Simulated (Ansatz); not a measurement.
The cell is COD entry 1000065, as deposited and not checked against the literature; nothing was relaxed.

A run of Ansatz 0.2.0 printed the following.

```
C: projections on atomic orbitals take those of the free atom 1s2 2s2 2p2, of charge +0.00 (hamiltonian.pseudopotentials.projection_atoms)
LAPW: plane waves up to 11.755 Å⁻¹, error target 1.0e-3 eV per atom; small_component_spin mean_spin; C in spheres of 0.710 Å, 6 of its electrons in bands, Dirac shells []
Engine: ansatz 0.2.0
Pseudopotentials: kind: all_electron
Pseudopotential: C, LAPW, valence charge 6, Koelling and Harmon's equation, gaussian nucleus
Functional definition: PBE
  parameter kappa = 0.804
  parameter beta = 0.06672455060314922
  exchange = pbe_x(kappa = kappa, mu = beta*pi^2/3)
  correlation = pbe_c(beta = beta)
Crystal: 4 atoms, lattice volume = 58.435 Å³
Basis set: ecut = 526.4814346659539 eV, 1595 PW (Γ), FFT grids on a1−a3, a2−a3, a3, exchange–correlation at level 2
Bands: 16, of which v1, the nominal top of the filled ones, is band 12 counted from 1 (11 counted from 0)
Symmetry: 12 space group operations
Space group: R-3m (ITA 166), of the structure as read, at distance tolerance 3.9e-5 Å
k-points: 489 of 4913
Non-local potential: C, projectors of the file, none
Initial density: superposition of atomic densities (chi_scale 0.1, normalization cell)
Initial wavefunctions: plane waves of lowest kinetic energy (no species holds an atomic orbital)
Functional: x = pbe(κ = 0.804, μ = 0.2195149727645171), c = pbe(β = 0.06672455060314922)
iter 1 solved again at ethr=2.12e-2 eV; its pass at ethr=1.00e-1 eV (dr2=5.10e0 eV) is discarded
SCF iter   1: F=—  HF=-4149.867745 eV  |F-HF|=—  |Δ(HF+E_count)|=         —  Δρ=9.86e-2  dr2=5.14e0  ethr=2.12e-2  ⟨swp⟩=2.3  Hψ=52952  notcnv=0
preconditioner: auto → none  [insulator: Δε(μ)=0.823 eV  Ē_g=16.372 eV  σ=0.050 eV  W_gap=1.00  n_scr=8 (ndim 8)  ℏωp=19.4 eV  f_vac=0.392  D(μ)=0.00/eV (n_scr^D=0)  ε∞_Penn≈2.4]
iter 2 solved again at ethr=1.85e-3 eV; its pass at ethr=2.12e-2 eV (dr2=4.43e-1 eV) is discarded
SCF iter   2: F=—  HF=-4147.600211 eV  |F-HF|=—  |Δ(HF+E_count)|=    2.27e0  Δρ=3.42e-2  dr2=4.43e-1  ethr=1.85e-3  ⟨swp⟩=2.1  Hψ=42329  notcnv=0  defer=2
SCF iter   3: F=—  HF=-4147.445645 eV  |F-HF|=—  |Δ(HF+E_count)|=         —  Δρ=6.15e-3  dr2=9.86e-3  ethr=1.84e-3  ⟨swp⟩=3.2  Hψ=25044  notcnv=0  defer=4
the basis was enlarged: its passes take 160.8 KiB over the memory plan, 1 of 1 planned eigensolver slots
SCF iter   4: F=—  HF=-4147.449360 eV  |F-HF|=—  |Δ(HF+E_count)|=   3.71e-3  Δρ=2.28e-3  dr2=1.45e-2  ethr=4.11e-5  ⟨swp⟩=3.3  Hψ=24823  notcnv=0  defer=29
SCF iter   5: F=—  HF=-4147.445309 eV  |F-HF|=—  |Δ(HF+E_count)|=   4.05e-3  Δρ=1.69e-4  dr2=4.45e-5  ethr=4.11e-5  ⟨swp⟩=3.1  Hψ=23090  notcnv=0  defer=1
SCF iter   6: F=—  HF=-4147.445299 eV  |F-HF|=—  |Δ(HF+E_count)|=   1.02e-5  Δρ=6.66e-5  dr2=1.61e-6  ethr=1.85e-7  ⟨swp⟩=3.0  Hψ=21534  notcnv=0
SCF iter   7: F=—  HF=-4147.445300 eV  |F-HF|=—  |Δ(HF+E_count)|=   7.05e-7  Δρ=4.18e-5  dr2=7.94e-7  ethr=6.73e-9  ⟨swp⟩=3.1  Hψ=21554  notcnv=0
SCF iter   8: F=-4147.445300 eV  HF=-4147.445300 eV  |F-HF|=4.43e-9  |Δ(HF+E_count)|=   1.16e-7  Δρ=5.49e-6  dr2=1.09e-8  ethr=3.31e-9  ⟨swp⟩=2.6  Hψ=18157  notcnv=0
SCF 1 converged in 8 iterations: F = -4147.445300 eV  dr2 = 1.09e-8
NSCF: frozen V_eff on 65 k-points
SCF converged after 8 iterations
Free energy (F): -4147.445300 eV
Harris-Foulkes:  -4147.445300 eV  (|F-HF|=4.43e-9)
Internal energy: -4147.445288 eV  (E = F + TS)
E sigma→0 (E₀):  -4147.445294 eV
Entropy (-TS):   -0.000011 eV (-0.003 meV/atom)
Fermi energy:    2.693076 eV
--- Per-component energies (eV) ---
  E_band       = -2209.805064
  E_kinetic    = 4134.544351
  E_xc         = -588.767869
  E_electrostatic = -7693.221770  (all electrons and nuclei)
  E_smearing   = -0.000011  (= −TS)
  E_closure    = 0.000000  (closes the sum)
  E_atoms      = -4110.531295  (free atoms, spherical and without spin; not in F)
  Σ components = -4147.445300   (vs F -4147.445300, Δ=0.00e0)
  Basis errors (estimates in eV, not in F): energy 6.8e-4 per atom: plane waves 6.3e-4 (4.2e-4 summed), levels above the bands 5.6e-69, relativity 1.3e-8, radial functions 4.1e-5, core shells 0.0e0; eigenvalues (radial functions only) 2.0e-6; not estimated: angular momenta, meshes, grids; target (lapw.basis_error) 1.0e-3; muffin-tin radii C 0.710 Å
--- Forces (eV/Å), atoms counted from 1 ---
  atom   1  C      0.00000000    -0.00000000     0.23692168
  atom   2  C     -0.00000000     0.00000000    -0.23692168
  atom   3  C      0.00000000    -0.00000000     0.12296812
  atom   4  C     -0.00000000     0.00000000    -0.12296812
  max |Σ_I F_I| component: 2.78e-17 eV/Å
--- Stress (GPa, compression-positive) ---
        1.799454      -0.000000      -0.000000
       -0.000000       1.799454       0.000000
       -0.000000       0.000000       1.032459
  P = ⅓ Tr σ = 1.5438 GPa (15.438 kbar)
--- Band table (eV; the first three rows and the last of 489) ---
  k-point 0: bands = ["-263.2548", "-263.2548", "-263.2212", "-263.2212", "-16.9730", "-16.8233", "-5.4608", "-4.4899", "-0.3699", "-0.3699", "-0.3606", "-0.3606", "5.7475", "7.6150", "8.8893", "11.0313"]
  k-point 1: bands = ["-263.2546", "-263.2546", "-263.2213", "-263.2213", "-16.8905", "-16.7416", "-5.3612", "-4.3934", "-0.7054", "-0.6920", "-0.5470", "-0.5350", "5.8593", "7.7180", "8.9939", "11.0704"]
  k-point 2: bands = ["-263.2542", "-263.2542", "-263.2218", "-263.2218", "-16.6436", "-16.4969", "-5.0635", "-4.1053", "-1.6174", "-1.5948", "-1.0100", "-0.9932", "6.1949", "8.0267", "9.3069", "11.0965"]
  k-point 488: bands = ["-263.2546", "-263.2546", "-263.2213", "-263.2213", "-16.8905", "-16.7416", "-5.3607", "-4.3943", "-0.7054", "-0.6920", "-0.5470", "-0.5350", "6.1869", "6.8218", "10.4342", "11.0592"]
--- Löwdin populations: 4 sites ---
  site symbol       q [e]
     0      C      5.9577
     1      C      5.9577
     2      C      5.9609
     3      C      5.9609
  spilling = 0.006790 (of n_electrons = 24.000000)
```

The cell and starting positions:

```
CELL_PARAMETERS angstrom
1.23000 0.71014 11.15000
-1.23000 0.71014 11.15000
0.00000 -1.42028 11.15000
ATOMIC_POSITIONS crystal
C 0.05000 0.05000 0.05000
C 0.95000 0.95000 0.95000
C 0.28300 0.28300 0.28300
C 0.71700 0.71700 0.71700
```

Parts of the input that the log doesn't repeat:

```yaml
  band_path:
    path:
      - [0.0, 0.0, 0.0]
      - [0.5, 0.5, 0.5]
      - [0.8306290786, 0.1693709214, 0.5]
      - [0.5, -0.1693709214, 0.1693709214]
      - [0.5, 0.0, 0.0]
      - [0.0, 0.0, 0.0]
      - [0.3346854607, -0.3346854607, 0.0]
      - [0.6653145393, 0.0, 0.3346854607]
      - [0.5, 0.0, 0.5]
    npoints: 8
output:
  forces: true
  stress: true
  eigenvalues: true
  populations: true
  dos: { projected: true, de: 0.2, e_range: [-14, 8] }
```

Task: Write the input that produced this log.

Result: 
```yaml
crystal:
  lattice:
    - [1.2299994602, 0.7101405194, 11.15]
    - [-1.2299994602, 0.7101405194, 11.15]
    - [0.0, -1.4202810389, 11.15]
  atoms:
    - { symbol: C, position: [0.05, 0.05, 0.05] }
    - { symbol: C, position: [0.95, 0.95, 0.95] }
    - { symbol: C, position: [0.283, 0.283, 0.283] }
    - { symbol: C, position: [0.717, 0.717, 0.717] }
kpoints:
  mp_grid: { grid: [17, 17, 17] }
  band_path:
    path:
      - [0.0, 0.0, 0.0]
      - [0.5, 0.5, 0.5]
      - [0.8306290786, 0.1693709214, 0.5]
      - [0.5, -0.1693709214, 0.1693709214]
      - [0.5, 0.0, 0.0]
      - [0.0, 0.0, 0.0]
      - [0.3346854607, -0.3346854607, 0.0]
      - [0.6653145393, 0.0, 0.3346854607]
      - [0.5, 0.0, 0.5]
    npoints: 8
scf:
  occupations: { method: fermi_dirac, width: 0.05 }
hamiltonian:
  xc: pbe
  pseudopotentials: { kind: all_electron, lapw: { basis_error: 0.001 } }
output:
  forces: true
  stress: true
  eigenvalues: true
  populations: true
  dos: { projected: true, de: 0.2, e_range: [-14, 8] }
```
This is the input that was run; digits and keys that the log doesn't show could differ in an equivalent one.
